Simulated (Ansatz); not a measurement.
The system is AlNi3.

```
Ni Al
1.0
     0.00000    2.80189    2.80189
     2.80189    0.00000    2.80189
     2.80189    2.80189    0.00000
Ni Al
3 1
Direct
  0.75000 0.75000 0.75000
  0.00000 0.00000 0.00000
  0.25000 0.25000 0.25000
  0.50000 0.50000 0.50000
```

The cell comes from a database or a generator and needn't be the stable form of this composition.

Base run:

| Quantity | Value |
| --- | --- |
| Program | Ansatz 0.2.0 |
| Functional | PBEsol |
| Potentials or basis | all-electron LAPW, non-relativistic |
| Cutoff | 305 eV |
| Density cutoff | 1219 eV |
| Basis error allowed | 0.002 eV/atom |
| k mesh | 8 × 8 × 8 |
| Occupations | fermi-dirac, width 0.05 eV |
| Spin | collinear spin, ferromagnetic start |
| Starting moments | [1.0, 1.0, 1.0, 0.0] μB |

Its results: pressure 2.4 GPa; net moment 0.00 μB per cell.

Problem. The run is repeated on the same cell with these changes: functional from PBEsol to LDA; potentials or basis from all-electron LAPW, non-relativistic to all-electron LAPW, scalar-relativistic. What comes out?

Solution. Pressure -7.4 GPa; net moment 0.00 μB per cell.

Not every run made on this cell is shown here.
